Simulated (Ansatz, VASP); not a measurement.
**One calculation of Ag, two programs**

```
Ag
1.0
     2.73449   -1.80729    0.00000
     2.73449    1.80729    0.00000
     0.00000    0.00000    7.37238
Ag
4
Cartesian
  2.7345 -1.2651 0.8626
  2.7345 -0.5422 4.5488
  2.7345 1.2651 6.5098
  2.7345 0.5422 2.8236
```

Alike in both runs: task single point; functional PBE; k mesh 6 × 6 × 4; occupations gaussian, width 0.1 eV; no spin polarisation.

|  | VASP | Ansatz |
| --- | --- | --- |
| version | VASP 6.6.1 | Ansatz 0.2.0 |
| potentials or method | VASP PAW PBE potentials, release 64 (Ag) | scalar-relativistic, plane waves, PAW |
| plane-wave cutoff (eV) | 520 | 420 |
| valence electrons in the cell | 44 | 76 |

```tsv
	VASP	Ansatz	Ansatz less VASP
gap on the k mesh at the Fermi level (eV)	none	none	-
rms of the force components (eV/Å)	7.144	7.604	+0.4598
```

Atom by atom the forces differ by 0.460 eV/Å (rms over components). A gap of «none» marks a metal or a gap that the smearing closes. The two sets of potentials don't hold the same shells in valence.

Caveats: forces of over 1 eV/Å show positions far from the minimum, so gaps and moduli don't describe the material at rest.
